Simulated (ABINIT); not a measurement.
# GaAs (F-43m) in ABINIT: further runs

One crystal, GaAs, is run at these levels: LDA, PBEsol; tasks: single point.

All numbers are computed with ABINIT 10.8.3 (patched build); they aren't measurements. Logs are shortened: lines on timing, memory, paths and dates and some standing lists are left out, and cuts for length are marked. The log counts tension as positive stress, the text compression.

**Experimental background.**

From “Evidence of valence band perturbations in GaAsN/GaAs(001): A combined variable-angle spectroscopic ellipsometry and modulated photoreflectance investigation”, 2008, arxiv:0805.2212, for a bulk crystal of GaAs at 300 K: band gap 1.418 ± 0.005 eV (direct); band gap 1.412 ± 0.01 eV (direct).

The runs below are set against these values where they give the same quantity.

**1. Starting point**

The structure is cubic, space group F-43m (No. 216). Conventional cell: a = 5.654 Å, b = 5.654 Å, c = 5.654 Å, α = 90.00°, β = 90.00°, γ = 90.00°. As (site symmetry -43m) has 4 Ga at 2.45 Å as nearest neighbours. Ga (site symmetry -43m) is surrounded by 4 As at 2.45 Å.

**2. Single point, LDA**

run.abi

```
pp_dirpath "./"
pseudos "As.LDA_PW-JTH.xml, Ga.LDA_PW-JTH.xml"

acell 3.9977696088 3.9977696088 3.9977696088 Angstrom
rprim
     0.0000000000     0.7071067812     0.7071067812
     0.7071067812     0.0000000000     0.7071067812
     0.7071067812     0.7071067812     0.0000000000
ntypat 2
znucl 33 31
natom 2
typat 1 2
xcart
     4.2402750000     4.2402750000     4.2402750000
     0.0000000000     0.0000000000     0.0000000000 Angstrom

ecut 17.0
pawecutdg 34.0

kptopt 1
ngkpt 6 6 6
nshiftk 1
shiftk 0.0 0.0 0.0

ixc 7

nband 18
occopt 3
tsmear 0.05 eV

nstep 100
tolvrs 1.0e-9

iomode 3
prtwf 0
prtden 0
prteig 0
prtebands 0
enunit 2
```

Potentials or basis: JTH PAW LDA v2.0.

The run is started by

```sh
$ abinit run.abi > log 2>&1
```

run.abo:

```text
.Version 10.8.3 of ABINIT
 Symmetries : space group F-4 3 m (#216); Bravais cF (face-center cubic)
================================================================================
 Values of the parameters that define the memory need of the present run
     intxc =       0    ionmov =       0      iscf =      17    lmnmax =      18
     lnmax =       6     mgfft =      30  mpssoang =       3    mqgrid =    3001
     natom =       2  nloc_mem =       2    nspden =       1   nspinor =       1
    nsppol =       1      nsym =      24    n1xccc =       1    ntypat =       2
    occopt =       3   xclevel =       1
       mpw =        1032          nfft =       27000          nkpt =          16
 PAW method is used; the additional fine FFT grid is defined by:
   mgfftf=        40    nfftf =     64000
================================================================================
================================================================================

--------------------------------------------------------------------------------
------------- Echo of variables that govern the present computation ------------
--------------------------------------------------------------------------------
 -outvars: echo values of preprocessed input variables --------
            acell      7.5546896751E+00  7.5546896751E+00  7.5546896751E+00 Bohr
              amu      7.49215900E+01  6.97230000E+01
             ecut      1.70000000E+01 Hartree
           enunit           2
              ixc           7
         kptrlatt        6    0    0      0    6    0      0    0    6
          kptrlen      4.53281381E+01
            natom           2
            nband          18
            ngfft          30      30      30
          ngfftdg          40      40      40
             nkpt          16
            nstep         100
             nsym          24
           ntypat           2
           occopt           3
        pawecutdg      3.40000000E+01 Hartree
           prtden           0
        prtebands           0
           prteig           0
            prtwf           0
            rprim      0.0000000000E+00  7.0710678120E-01  7.0710678120E-01
                       7.0710678120E-01  0.0000000000E+00  7.0710678120E-01
                       7.0710678120E-01  7.0710678120E-01  0.0000000000E+00
          spgroup         216
           tolvrs      1.00000000E-09
           tsmear      1.83746611E-03 Hartree
            typat      1  2
           useylm           1
           xangst      4.2402750000E+00  4.2402750000E+00  4.2402750000E+00
                      -8.6627054087E-11 -8.6627054087E-11 -8.6627054087E-11
            xcart      8.0129584485E+00  8.0129584485E+00  8.0129584485E+00
                      -1.6370140732E-10 -1.6370140732E-10 -1.6370140732E-10
             xred      7.4999999998E-01  7.4999999998E-01  7.4999999998E-01
                      -1.5322187963E-11 -1.5322187963E-11 -1.5322187963E-11
            znucl       33.00000   31.00000

[... 141 lines left out ...]
    1     -0.00000000000000    -0.00000000000000    -0.00000000000000
    2     -0.00000000000000    -0.00000000000000    -0.00000000000000
 frms,max,avg= 0.0000000E+00 0.0000000E+00   0.000E+00  0.000E+00  0.000E+00 e/A
 length scales=  7.554689675109  7.554689675109  7.554689675109 bohr
              =  3.997769608800  3.997769608800  3.997769608800 angstroms
 Fermi (or HOMO) energy (hartree) =   0.16584   Average Vxc (hartree)=  -0.34103
 Eigenvalues (hartree) for nkpt=  16  k points:
 kpt#   1, nband= 18, wtk=  0.00463, kpt=  0.0000  0.0000  0.0000 (reduced coord)
  -1.13569   -1.13569   -1.13569   -1.13539   -1.13539   -0.38804   -0.38804   -0.38804
  -0.38521   -0.38521   -0.31021    0.15972    0.15972    0.15972    0.16980    0.29489
   0.29489    0.29489
      occupation numbers for kpt#   1
   2.00000    2.00000    2.00000    2.00000    2.00000    2.00000    2.00000    2.00000
   2.00000    2.00000    2.00000    1.93108    1.93108    1.93108    0.20732    0.00000
   0.00000    0.00000
 prteigrs : prtvol=0 or 1, do not print more k-points.

 Fermi (or HOMO) energy (eV) =   4.51271   Average Vxc (eV)=  -9.27977
 Eigenvalues (   eV  ) for nkpt=  16  k points:
 kpt#   1, nband= 18, wtk=  0.00463, kpt=  0.0000  0.0000  0.0000 (reduced coord)
 -30.90369  -30.90369  -30.90369  -30.89550  -30.89550  -10.55920  -10.55920  -10.55920
 -10.48215  -10.48215   -8.44122    4.34607    4.34607    4.34607    4.62057    8.02440
   8.02440    8.02440
 prteigrs : prtvol=0 or 1, do not print more k-points.

--- !EnergyTerms
iteration_state     : {dtset: 1, }
comment             : Components of total free energy in Hartree
kinetic             :  8.96271850337838E+00
hartree             :  6.17762028296265E+01
xc                  : -3.77399466856523E+00
Ewald energy        : -9.91764168196967E+01
psp_core            :  4.06870875459167E+00
local_psp           : -1.64369643259049E+02
PAW spherical_terms : -9.44435833247550E-01
internal            : -1.93456860492962E+02
'-kT*entropy'       : -1.33779745635771E-05
total_energy        : -1.93456873870936E+02
total_energy_eV     : -5.26422971684208E+03
...

--- !EnergyTermsDC
iteration_state     : {dtset: 1, }
comment             : '"Double-counting" decomposition of free energy'
band_energy         : -1.55128834144597E+01
Ewald energy        : -9.91764168196967E+01
psp_core            :  4.06870875459167E+00
xc_dc               : -6.07023986481714E+01
PAW spherical_terms : -2.21338685080491E+01
internal            : -1.93456858635785E+02
'-kT*entropy'       : -1.33779745635771E-05
total_energy_dc     : -1.93456872013760E+02
total_energy_dc_eV  : -5.26422966630573E+03
...

--- !EnergyTermsWithPAWCore
iteration_state     : {dtset: 1, }
comment             : 'Components of total free energy, including PAW core contributions'
Total energy        : -4.19922724087450E+03
Total energy DC     : -4.19922723901732E+03
Total energy (eV)   : -1.14266794386081E+05
Total energy DC (eV): -1.14266794335545E+05
...

 Cartesian components of stress tensor (hartree/bohr^3)
  sigma(1 1)=  6.91502916E-05  sigma(3 2)=  0.00000000E+00
  sigma(2 2)=  6.91502916E-05  sigma(3 1)=  0.00000000E+00
  sigma(3 3)=  6.91502916E-05  sigma(2 1)=  0.00000000E+00

-Cartesian components of stress tensor (GPa)         [Pressure= -2.0345E+00 GPa]
- sigma(1 1)=  2.03447182E+00  sigma(3 2)=  0.00000000E+00
- sigma(2 2)=  2.03447182E+00  sigma(3 1)=  0.00000000E+00
- sigma(3 3)=  2.03447182E+00  sigma(2 1)=  0.00000000E+00

== END DATASET(S) ==============================================================
================================================================================

 -outvars: echo values of variables after computation  --------
            acell      7.5546896751E+00  7.5546896751E+00  7.5546896751E+00 Bohr
           etotal     -1.9345687201E+02
            fcart     -0.0000000000E+00 -0.0000000000E+00 -0.0000000000E+00
                      -0.0000000000E+00 -0.0000000000E+00 -0.0000000000E+00
            rprim      0.0000000000E+00  7.0710678120E-01  7.0710678120E-01
                       7.0710678120E-01  0.0000000000E+00  7.0710678120E-01
                       7.0710678120E-01  7.0710678120E-01  0.0000000000E+00
           strten      6.9150291554E-05  6.9150291554E-05  6.9150291554E-05
                       0.0000000000E+00  0.0000000000E+00  0.0000000000E+00
           xangst      4.2402750000E+00  4.2402750000E+00  4.2402750000E+00
                      -8.6627054087E-11 -8.6627054087E-11 -8.6627054087E-11
             xred      7.4999999998E-01  7.4999999998E-01  7.4999999998E-01
                      -1.5322187963E-11 -1.5322187963E-11 -1.5322187963E-11
 Calculation completed.
```

Run time: 9.1 s. Hardware: 1 thread of Arm Neoverse V2, shared host; peak memory 0.11 GiB.

Results:

```
Free energy                                           : -5264.2297 eV
Pressure                                              : -2.0 GPa
Band gap on the k mesh                                : 0.27 eV, direct
Valence electrons inside the program's atomic spheres : As 12.74; Ga 11.09
```

**3. Single point, PBEsol**

run.abi

```
# Pseudopotentials
pp_dirpath "./"
pseudos "As.GGA_PBE-JTH.xml, Ga.GGA_PBE-JTH.xml"

# Structure
acell 3*1.0
rprim
     0.0000000000     5.3419722954     5.3419722954
     5.3419722954     0.0000000000     5.3419722954
     5.3419722954     5.3419722954     0.0000000000
ntypat 2
znucl 33 31
natom 2
typat 1 2
xred
     0.7500000000     0.7500000000     0.7500000000
     0.0000000000     0.0000000000     0.0000000000

# Plane-wave basis
ecut 17.0
pawecutdg 34.0

# k points
kptopt 1
ngkpt 6 6 6
nshiftk 1
shiftk 0.0 0.0 0.0

# Exchange and correlation
ixc -116133

# Bands and occupations
nband 18
occopt 3
tsmear 0.00183747

# SCF cycle
nstep 100
tolvrs 1.0e-9

# Output
iomode 3
prtwf 0
prtden 0
prteig 0
prtebands 0
enunit 2
prtvol 2
```

Potentials or basis: JTH PAW PBE v2.0.

The run is started by

```sh
$ abinit run.abi > log 2>&1
```

run.abo:

```text
.Version 10.8.3 of ABINIT
 Symmetries : space group F-4 3 m (#216); Bravais cF (face-center cubic)
================================================================================
 Values of the parameters that define the memory need of the present run
     intxc =       0    ionmov =       0      iscf =      17    lmnmax =      18
     lnmax =       6     mgfft =      30  mpssoang =       3    mqgrid =    3001
     natom =       2  nloc_mem =       2    nspden =       1   nspinor =       1
    nsppol =       1      nsym =      24    n1xccc =       1    ntypat =       2
    occopt =       3   xclevel =       2
       mpw =        1032          nfft =       27000          nkpt =          16
 PAW method is used; the additional fine FFT grid is defined by:
   mgfftf=        40    nfftf =     64000
================================================================================
================================================================================

--------------------------------------------------------------------------------
[... 495 lines left out ...]
- sigma(1 1)= -1.57284702E-01  sigma(3 2)=  0.00000000E+00
- sigma(2 2)= -1.57284702E-01  sigma(3 1)=  0.00000000E+00
- sigma(3 3)= -1.57284702E-01  sigma(2 1)=  0.00000000E+00

== END DATASET(S) ==============================================================
================================================================================

 -outvars: echo values of variables after computation  --------
            acell      1.0000000000E+00  1.0000000000E+00  1.0000000000E+00 Bohr
           etotal     -1.9292620997E+02
            fcart     -0.0000000000E+00 -0.0000000000E+00 -0.0000000000E+00
                      -0.0000000000E+00 -0.0000000000E+00 -0.0000000000E+00
            rprim      0.0000000000E+00  5.3419722954E+00  5.3419722954E+00
                       5.3419722954E+00  0.0000000000E+00  5.3419722954E+00
                       5.3419722954E+00  5.3419722954E+00  0.0000000000E+00
           strten     -5.3459983726E-06 -5.3459983726E-06 -5.3459983726E-06
                       0.0000000000E+00  0.0000000000E+00  0.0000000000E+00
           xangst      4.2402749971E+00  4.2402749971E+00  4.2402749971E+00
                       0.0000000000E+00  0.0000000000E+00  0.0000000000E+00
             xred      7.5000000000E-01  7.5000000000E-01  7.5000000000E-01
                       0.0000000000E+00  0.0000000000E+00  0.0000000000E+00
 Calculation completed.
```

Run time: 13 s. Hardware: 1 thread of Arm Neoverse V2, shared host; peak memory 0.11 GiB.

Results:

- Free energy: -5249.7896 eV
- Pressure: 0.2 GPa
- Band gap on the k mesh: 0.44 eV, direct
- Valence electrons inside the program's atomic spheres: As 12.72; Ga 11.07

Caveat: the PAW data sets were made with another functional, which shifts forces and pressure a little.

**4. How close it comes**

Step 2. Measured gap of GaAs: 1.418 eV (direct; 300 K; “Evidence of valence band perturbations in GaAsN/GaAs(001): A combined variable-angle spectroscopic ellipsometry and modulated photoreflectance investigation”, 2008, arxiv:0805.2212). This calculation gives 0.27 eV (-1.14 eV). So large a miss can be the level of theory's own, or it may mean another phase, state or a wrong row. 3 values of this kind are on record (1.412 to 1.51 eV); this one was drawn at random among those near their median, those with a stated uncertainty first. Spin-orbit coupling on As, Ga is left out. The value is that of LDA, without temperature or zero-point motion. Semilocal functionals fall short of measured gaps as a rule.

Step 3. Measured gap of GaAs: 1.412 eV (direct; 300 K; “Evidence of valence band perturbations in GaAsN/GaAs(001): A combined variable-angle spectroscopic ellipsometry and modulated photoreflectance investigation”, 2008, arxiv:0805.2212). This calculation gives 0.44 eV (-0.98 eV). 3 values of this kind are on record (1.412 to 1.51 eV); this one was drawn at random among those near their median, those with a stated uncertainty first. Spin-orbit coupling on As, Ga is left out. The value is that of PBEsol on a finite k mesh, which can miss the band edges, without temperature or zero-point motion. Semilocal functionals fall short of measured gaps as a rule.
